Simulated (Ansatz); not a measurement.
CoO:

```
Co O
1.0
    -1.50800    1.50800    2.10725
     1.50800   -1.50800    2.10725
     1.50800    1.50800   -2.10725
Co O
1 1
Direct
  0.00000 0.00000 0.00000
  0.50000 0.50000 0.00000
```

| Property | Result |
| --- | --- |
| Program | Ansatz 0.2.0 |
| Task | relaxation of cell and atoms |
| Functional | HSE03 |
| Potentials or basis | Ansatz PAW |
| Cutoff | 420 eV (not typed: the program's choice for these potentials) |
| k mesh | 6 × 6 × 6 |
| Occupations | fermi-dirac, width 0.05 eV |
| Spin | collinear spin, ferromagnetic start |
| Starting moments | [2.0, 0.0] μB |

At the start: volume 9.58 Å³/atom.

Problem. How do energy, volume and symmetry change on relaxing?

Solution. It ends after 9 steps and the volume is 9.41 Å³/atom (-1.8 %); space group I4/mmm (No. 139, to 0.05 Å); moment 3.00 μB per cell.

The path:
```tsv
step	energy change (eV)	largest force (eV/Å)	volume (Å³)
1	0.0000	0.0000	19.17
2	-0.0118	0.0000	18.90
3	-0.0246	0.0000	18.57
4	-0.0277	0.0000	18.78
5	-0.0275	0.0000	18.83
6	-0.0276	0.0000	18.82
7	-0.0263	0.0000	18.82
8	-0.0263	0.0000	18.83
9	-0.0262	0.0000	18.83
```

Final structure:
```yaml
crystal:
  lattice:
    - [-1.52821, 1.52821, 2.01522]
    - [1.52821, -1.52821, 2.01522]
    - [1.52821, 1.52821, -2.01522]
  atoms:
    - { symbol: Co, position: [0.00000, 0.00000, 0.00000] }
    - { symbol: O, position: [0.50000, 0.50000, 0.00000] }
```

Caveat: the k mesh is coarse (spacing up to 0.49 Å⁻¹), so the values aren't converged, least of all with exact exchange; the magnetic or orbital state may not be the lowest; the plane-wave basis is chosen anew once the cell has moved, so the energies of steps on either side of that aren't comparable; the pressure holds a Pulay correction of +0.8 GPa for the finite cutoff; a cell with one magnetic atom can't hold antiferromagnetic order, which such compounds often take; the PAW data sets come from PBE, with cores solved anew for the run's functional, which leaves a small shift of forces and pressure.
